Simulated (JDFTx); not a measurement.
## Cr in JDFTx: convergence with energy threshold

Input of the first run (energy threshold 0.001 Ha); the others differ in this setting and in those tied to it:

Cr.in

```
lattice \
   -2.7757639024     2.8037016134     2.7539451246 \
    2.8239122343    -2.8051000108     2.7832812329 \
    2.8290390613     2.8381645488    -2.8102268377
coords-type Cartesian
ion Cr    -0.1641485857     0.0794207169     0.0680595441 1

ion-species pseudo/Cr.upf
elec-cutoff 60
elec-ex-corr gga-x-b88 gga-c-lyp
kpoint-folding 6 6 6
elec-smearing Fermi 0.0018374661
elec-n-bands 14
spintype z-spin
initial-magnetic-moments Cr 3
elec-initial-magnetization 3 no
electronic-SCF nIterations 100 energyDiffThreshold 0.001
electronic-minimize nIterations 30 energyDiffThreshold 1e-7
forces-output-coords Cartesian

dump-name run.$VAR
dump End Ecomponents EigStats BandEigs Kpoints Forces Stress
```

Potentials or basis: PseudoDojo-SR-PBE-0.5-stringent with smoothed tails.

Command:

```bash
$ jdftx -c 1 -i Cr.in -o Cr.out
```

The cell isn't the ideal one: cell strained at random at fixed volume.

Hardware: 1 thread of Intel(R) Xeon(R) 6975P-C (Granite Rapids), with other jobs on the host.

Question: The values tried are 0.001 Ha, 0.0001 Ha, 1e-05 Ha, 1e-06 Ha, 1e-07 Ha, 1e-08 Ha, 1e-10 Ha, loosest first. From which on does the pressure stay within 0.1 GPa of the tightest run that finished?

Answer: From 1e-06 Ha on.

| energy threshold | energy less the tightest run, at zero smearing (meV/atom) | pressure (GPa) | SCF cycles | CPU time (s) | peak memory (GiB) |
| --- | --- | --- | --- | --- | --- |
| 0.001 Ha | 0.11 | -17.45 | 3 | 69 | 0.26 |
| 0.0001 Ha | 0.01 | -18.43 | 4 | 75 | 0.26 |
| 1e-05 Ha | 0.00 | -19.37 | 5 | 78 | 0.27 |
| 1e-06 Ha | 0.00 | -18.97 | 6 | 83 | 0.27 |
| 1e-07 Ha | 0.00 | -18.98 | 8 | 96 | 0.27 |
| 1e-08 Ha | 0.00 | -18.98 | 8 | 95 | 0.26 |
| 1e-10 Ha | 0.00 | -19.01 | 11 | 110 | 0.27 |

Against the tightest run, the energy stays within 1 meV/atom from 0.001 Ha on. The tightest run that finished is the yardstick and may itself not be fully converged.

Caveat, for the tightest run too: the k mesh is coarse (spacing up to 0.50 Å⁻¹), so the values aren't converged; the starting moments collapsed, and a magnetic state may lie lower; the cores' own exchange energy is taken off the total, which shifts forces and pressure where cores overlap; the potentials were made for another functional, which shifts forces and pressure.
